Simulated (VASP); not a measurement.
# Li (P2_13) in VASP: single point with PBEsol

Aim: the single point of Li with PBEsol.

Program: VASP 6.6.1. These are calculated values, not measurements. Logs are shortened: lines on timing, memory, paths and dates and some standing lists are left out, and cuts for length are marked.

## 1. The structure

It takes space group P2_13 (No. 198, cubic). The conventional cell has a = 4.454 Å, b = 4.454 Å, c = 4.454 Å, α = 90.00°, β = 90.00°, γ = 90.00°. Around Li (site symmetry 3) lie 6 Li at 2.73 Å.

This isn't the form of Li at room conditions, which is bcc.

## 2. Single point, PBEsol

File INCAR:

```
ALGO     = Normal         # electronic algorithm
EDIFF    = 1E-6           # SCF threshold, eV
ENCUT    = 520            # plane-wave cutoff, eV
GGA      = PS             # functional
ISIF     = 2              # what is computed and relaxed
ISMEAR   = 0              # smearing method
LASPH    = True           # aspherical terms in the spheres
LCHARG   = False          # write CHGCAR
LREAL    = False          # projectors in reciprocal space
LWAVE    = False          # write WAVECAR
NBANDS   = 14             # bands
NELM     = 100            # most SCF steps
PREC     = Accurate       # precision mode
SIGMA    = 0.1            # smearing width, eV
```

File KPOINTS:

```
k-points
0
Gamma
  5 5 5
```

File POSCAR:

```
Li
1.0
    4.4544400000      0.0000000000      0.0000000000
    0.0000000000      4.4544400000      0.0000000000
    0.0000000000      0.0000000000      4.4544400000
Li
4
Direct
    0.8745680000      0.1254320000      0.6254320000
    0.3745680000      0.3745680000      0.3745680000
    0.1254320000      0.6254320000      0.8745680000
    0.6254320000      0.8745680000      0.1254320000
```

Potentials or basis: VASP PAW PBE potentials, release 64 (Li_sv).

On the command line:

```bash
cat potpaw_PBE.64/Li_sv/POTCAR > POTCAR
mpirun -np 1 vasp_std > vasp.out
```

OUTCAR:

```text
EDIFF = 1E-6
   ENCUT = 520
   GGA = PS
   ISIF = 2
   ISMEAR = 0
   LASPH = True
   LREAL = False
   NELM = 100
   PREC = Accurate

 ion  position               nearest neighbor table
   1  0.875  0.125  0.625-
   2  0.375  0.375  0.375-
   3  0.125  0.625  0.875-
   4  0.625  0.875  0.125-

  LATTYP: Found a simple cubic cell.
 ALAT       =     4.4544400000

  Lattice vectors:

 A1 = (   4.4544400000,   0.0000000000,   0.0000000000)
 A2 = (   0.0000000000,   4.4544400000,   0.0000000000)
 A3 = (   0.0000000000,   0.0000000000,   4.4544400000)

Analysis of symmetry for initial positions (statically):
=====================================================================
 Subroutine PRICEL returns:
 Original cell was already a primitive cell.

 Routine SETGRP: Setting up the symmetry group for a
 simple cubic supercell.

 Subroutine GETGRP returns: Found 12 space group operations
 (whereof  3 operations were pure point group operations)
 out of a pool of 48 trial point group operations.

The static configuration has the point symmetry C_3 .
 The point group associated with its full space group is T   .

Analysis of symmetry for dynamics (positions and initial velocities):
=====================================================================
 Subroutine PRICEL returns:
 Original cell was already a primitive cell.

 Routine SETGRP: Setting up the symmetry group for a
 simple cubic supercell.

 Subroutine GETGRP returns: Found 12 space group operations
 (whereof  3 operations were pure point group operations)
 out of a pool of 48 trial point group operations.

The dynamic configuration has the point symmetry C_3 .
 The point group associated with its full space group is T   .

 Subroutine INISYM returns: Found 12 space group operations
 (whereof  3 operations are pure point group operations),
 and found     1 'primitive' translations

----------------------------------------------------------------------------------------

                                     Primitive cell

  volume of cell :      88.3852

  direct lattice vectors                    reciprocal lattice vectors
     4.454440000  0.000000000  0.000000000     0.224495110  0.000000000  0.000000000
     0.000000000  4.454440000  0.000000000     0.000000000  0.224495110  0.000000000
     0.000000000  0.000000000  4.454440000     0.000000000  0.000000000  0.224495110

  length of vectors
     4.454440000  4.454440000  4.454440000     0.224495110  0.224495110  0.224495110

  position of ions in fractional coordinates (direct lattice)
     0.874568000  0.125432000  0.625432000
     0.374568000  0.374568000  0.374568000
     0.125432000  0.625432000  0.874568000
     0.625432000  0.874568000  0.125432000

  ion indices of the primitive-cell ions
   primitive index   ion index
                 1           1
                 2           2
                 3           3
                 4           4

----------------------------------------------------------------------------------------

 KPOINTS: k-points

Automatic generation of k-mesh.
 Grid dimensions read from file:
 generate k-points for:    5    5    5

 Generating k-lattice:

  Cartesian coordinates                     Fractional coordinates (reciprocal lattice)
     0.044899022  0.000000000  0.000000000     0.200000000  0.000000000  0.000000000
     0.000000000  0.044899022  0.000000000     0.000000000  0.200000000  0.000000000
     0.000000000  0.000000000  0.044899022     0.000000000  0.000000000  0.200000000

  Length of vectors
     0.044899022  0.044899022  0.044899022

  Shift w.r.t. Gamma in fractional coordinates (k-lattice)
     0.000000000  0.000000000  0.000000000

 Subroutine IBZKPT returns following result:
 ===========================================

 Found     11 irreducible k-points:

 Following reciprocal coordinates:
            Coordinates               Weight
  0.000000  0.000000  0.000000      1.000000
  0.200000  0.000000  0.000000      6.000000
  0.400000  0.000000  0.000000      6.000000
  0.200000  0.200000  0.000000     12.000000
  0.400000  0.200000  0.000000     12.000000
 -0.200000  0.400000  0.000000     12.000000
  0.400000  0.400000  0.000000     12.000000
  0.200000  0.200000  0.200000      8.000000
  0.400000  0.200000  0.200000     24.000000
  0.400000  0.400000  0.200000     24.000000
  0.400000  0.400000  0.400000      8.000000
   k-points           NKPTS =     11   k-points in BZ     NKDIM =     11   number of bands    NBANDS=     14
   number of dos      NEDOS =    301   number of ions     NIONS =      4
   total plane-waves  NPLWV =  46656
   dimension x,y,z NGX =    36 NGY =   36 NGZ =   36
   dimension x,y,z NGXF=    72 NGYF=   72 NGZF=   72
   ions per type =               4
   NGX,Y,Z   is equivalent  to a cutoff of  13.44, 13.44, 13.44 a.u.
   NGXF,Y,Z  is equivalent  to a cutoff of  26.87, 26.87, 26.87 a.u.
 SYSTEM =  unknown system
   PREC   = accura    normal or accurate (medium, high low for compatibility)
   ISTART =      0    job   : 0-new  1-cont  2-samecut
   ICHARG =      2    charge: 1-file 2-atom 10-const
   ISPIN  =      1    spin polarized calculation?
   LNONCOLLINEAR =      F non collinear calculations
   LSORBIT =      F    spin-orbit coupling
   LASPH  =      T    aspherical Exc in radial PAW
   ENCUT  =  520.0 eV  38.22 Ry    6.18 a.u.   8.28  8.28  8.28*2*pi/ulx,y,z
   NELM   =    100;   NELMIN=  2; NELMDL= -5     # of ELM steps
   EDIFF  = 0.1E-05   stopping-criterion for ELM
   LREAL  =      F    real-space projection
   EDIFFG = 0.1E-04   stopping-criterion for IOM
   NSW    =      0    number of steps for IOM
   IBRION =     -1    ionic relax: 0-MD 1-quasi-New 2-CG
   NFREE  =      0    steps in history (QN), initial steepest desc. (CG)
   ISIF   =      2    stress and relaxation
   ISYM   =      2    0-nonsym 1-usesym 2-fastsym
   POTIM  = 0.5000    time-step for ionic-motion
   TEBEG  =    0.0;   TEEND  =   0.0 temperature during run
   PSTRESS=    0.0 pullay stress
   NELECT =      12.0000    total number of electrons
   NUPDOWN=      -1.0000    fix difference up-down
   EMIN   =  10.00;   EMAX   =-10.00  energy-range for DOS
   EFERMI =   0.00;   METHOD = LEGACY
   ISMEAR =     0;   SIGMA  =   0.10  broadening in eV -4-tet -1-fermi 0-gaus
   EFERMI_NEDOS =   21; number of points for ismear=-14 and -15
   IALGO  =     38    algorithm
   IMIX   =      4    mixing-type and parameters
     AMIX     =   0.40;   BMIX     =  1.00
     AMIX_MAG =   1.60;   BMIX_MAG =  1.00
  volume/ion in A,a.u.               =      22.10       149.11
  Fermi-wavevector in a.u.,A,eV,Ry     =   0.841412  1.590038  9.632577  0.707974
  Thomas-Fermi vector in A             =   1.955952
   LORBIT       =      0    0 simple, 1 ext, 2 COOP (PROOUT), +10 PAW based schemes
   GGA     = PS    functional components
   LHFCALC =     F    Hartree Fock is set to
   AEXX    =    0.0000 exact exchange contribution
   IVDW    =     0    specifies the selected vdW correction
   LEPSILON=     F    determine dielectric tensor
   LRPA    =     F    only Hartree local field effects (RPA)
 non-spin polarized calculation
 Gauss-broadening in eV      SIGMA  =   0.10
  energy-cutoff  :      520.00
  volume of cell :       88.39
 maximum number of plane-waves:      2396
 NGX is ok and might be reduce to    36
   NGX = 17   NGY = 17   NGZ = 17

 number of electron      12.0000026 magnetization

 Free energy of the ion-electron system (eV)
  ---------------------------------------------------
  ext. energy  EPLUGINS =         0.00000000
  ---------------------------------------------------
  free energy    TOTEN  =        -6.79991132 eV

  energy without entropy =       -6.78672962  energy(sigma->0) =       -6.79332047

 E-fermi :   0.5805     XC(G=0):  -6.8028

 val. band max:        0.5631911666   @ k =   0.4000   0.4000   0.2000
 cond. band min:       0.7027639664   @ k =   0.2000   0.2000   0.0000
 fundamental gap:      0.1395727998
 Fermi energy:         0.5804696642

 k-point     1 :       0.0000    0.0000    0.0000
  band No.  band energies     occupation
      1     -46.0487      2.00000
      2     -46.0060      2.00000
      3     -46.0060      2.00000
      4     -46.0060      2.00000
      5      -3.0058      2.00000
      6       2.6935      0.00000
      7       2.6935      0.00000
      8       2.6935      0.00000
      9       2.8632      0.00000
     10       2.8632      0.00000
     11       2.8632      0.00000
     12       8.4609      0.00000
     13       8.4609      0.00000
     14       8.8089      0.00000

 k-point     2 :       0.2000    0.0000    0.0000
  band No.  band energies     occupation
      1     -46.0457      2.00000
      2     -46.0147      2.00000
      3     -46.0050      2.00000
      4     -46.0015      2.00000
      5      -2.7774      2.00000
      6       0.7172      0.05310
      7       2.7284      0.00000
      8       2.7682      0.00000
      9       3.0993      0.00000
     10       3.1250      0.00000
     11       5.0677      0.00000
     12       6.9630      0.00000
     13       7.5699      0.00000
     14       7.6803      0.00000

 k-point     3 :       0.4000    0.0000    0.0000
  band No.  band energies     occupation
      1     -46.0373      2.00000
      2     -46.0259      2.00000
      3     -46.0028      2.00000
      4     -46.0009      2.00000
      5      -2.0864      2.00000
      6      -0.9231      2.00000
      7       2.8727      0.00000
      8       2.8973      0.00000
      9       3.7386      0.00000
     10       3.7878      0.00000
     11       5.6145      0.00000
     12       5.8751      0.00000
     13       6.1958      0.00000
     14       6.6843      0.00000

 k-point     4 :       0.2000    0.2000    0.0000
  band No.  band energies     occupation
      1     -46.0428      2.00000
      2     -46.0171      2.00000
      3     -46.0060      2.00000
      4     -46.0008      2.00000
      5      -2.5493      2.00000
      6       0.7028      0.08372
      7       1.2064      0.00000
      8       2.8661      0.00000
      9       3.1095      0.00000
     10       4.1922      0.00000
     11       5.7138      0.00000
     12       6.5416      0.00000
     13       6.9120      0.00000
     14       7.7341      0.00000

 k-point     5 :       0.4000    0.2000    0.0000
  band No.  band energies     occupation
      1     -46.0351      2.00000
      2     -46.0253      2.00000
      3     -46.0044      2.00000
      4     -46.0018      2.00000
      5      -1.8624      2.00000
      6      -0.7162      2.00000
      7       1.6338      0.00000
      8       2.4687      0.00000
      9       3.5663      0.00000
     10       3.9310      0.00000
     11       5.9369      0.00000
[... 55 lines left out ...]
 k-point     9 :       0.4000    0.2000    0.2000
  band No.  band energies     occupation
      1     -46.0331      2.00000
      2     -46.0244      2.00000
      3     -46.0061      2.00000
      4     -46.0030      2.00000
      5      -1.6382      2.00000
      6      -0.5056      2.00000
      7       1.6010      0.00000
      8       1.8483      0.00000
      9       3.1229      0.00000
     10       3.4418      0.00000
     11       5.2636      0.00000
     12       6.3089      0.00000
     13       7.6712      0.00000
     14       8.2730      0.00000

 k-point    10 :       0.4000    0.4000    0.2000
  band No.  band energies     occupation
      1     -46.0282      2.00000
      2     -46.0242      2.00000
      3     -46.0081      2.00000
      4     -46.0061      2.00000
      5      -0.9783      2.00000
      6      -0.1404      2.00000
      7       0.5632      1.19304
      8       1.2779      0.00000
      9       2.9798      0.00000
     10       3.7114      0.00000
     11       4.1498      0.00000
     12       5.0507      0.00000
     13       8.8283      0.00000
     14       9.2354      0.00000

 k-point    11 :       0.4000    0.4000    0.4000
  band No.  band energies     occupation
      1     -46.0234      2.00000
      2     -46.0209      2.00000
      3     -46.0119      2.00000
      4     -46.0103      2.00000
      5      -0.3320      2.00000
      6       0.3780      1.99581
      7       0.7207      0.04740
      8       1.0383      0.00000
      9       2.6120      0.00000
     10       2.6555      0.00000
     11       2.7233      0.00000
     12       3.6149      0.00000
     13      10.8614      0.00000
     14      11.5833      0.00000

------------------------ aborting loop because EDIFF is reached ----------------------------------------

  FORCE on cell =-STRESS in cart. coord.  units (eV):
  Direction    XX          YY          ZZ          XY          YZ          ZX
  --------------------------------------------------------------------------------------
  -------------------------------------------------------------------------------------
  Total        0.1153914      0.1153914      0.1153914     -0.0000000      0.0000000      0.0000000
  in kB        2.0917247      2.0917247      2.0917247     -0.0000000      0.0000000      0.0000000
  external PRESSURE =       2.0917247 kB  Pullay stress =       0.0000000 kB

 VOLUME and BASIS-vectors are now :
 -----------------------------------------------------------------------------
  energy-cutoff  :      520.00
  volume of cell :       88.39
      direct lattice vectors                 reciprocal lattice vectors
     4.454440000  0.000000000  0.000000000     0.224495110  0.000000000  0.000000000
     0.000000000  4.454440000  0.000000000     0.000000000  0.224495110  0.000000000
     0.000000000  0.000000000  4.454440000     0.000000000  0.000000000  0.224495110

 POSITION                                       TOTAL-FORCE (eV/Angst)
 -----------------------------------------------------------------------------------
      3.89571      0.55873      2.78595        -0.002791      0.002791      0.002791
      1.66849      1.66849      1.66849        -0.002791     -0.002791     -0.002791
      0.55873      2.78595      3.89571         0.002791      0.002791     -0.002791
      2.78595      3.89571      0.55873         0.002791     -0.002791      0.002791
 -----------------------------------------------------------------------------------
    total drift:                               -0.000000     -0.000000      0.000000

  FREE ENERGIE OF THE ION-ELECTRON SYSTEM (eV)
  ---------------------------------------------------
  free  energy   TOTEN  =        -6.7999113184 eV

  energy  without entropy=       -6.7867296215  energy(sigma->0) =       -6.79332047
```

Run time: 16 s. Hardware: 1 thread of Intel Xeon Platinum 8488C (Sapphire Rapids), shared host; peak memory 0.18 GiB.

What came out:

* Free energy: -6.7999 eV
* Largest force: 0.005 eV/Å
* Band gap on the k mesh: none (metal or under the smearing width)

Forces in eV/Å, atoms in the order of the input:
```
Li  -0.003  0.003  0.003
Li  -0.003 -0.003 -0.003
Li   0.003  0.003 -0.003
Li   0.003 -0.003  0.003
```

Levels at points of the mesh, in eV from the Fermi level:
```csv
k point,band 3,band 4,band 5,band 6,band 7,band 8,band 9,band 10
"(0.00, 0.00, 0.00)",-46.59,-46.59,-3.59,2.11,2.11,2.11,2.28,2.28
```

Caveat: the cutoff is under 1.25 times the usual one of these potentials, so pressure, stress and relaxed cells hold a basis-set (Pulay) error; the PAW data sets were made with another functional, which shifts forces and pressure a little.
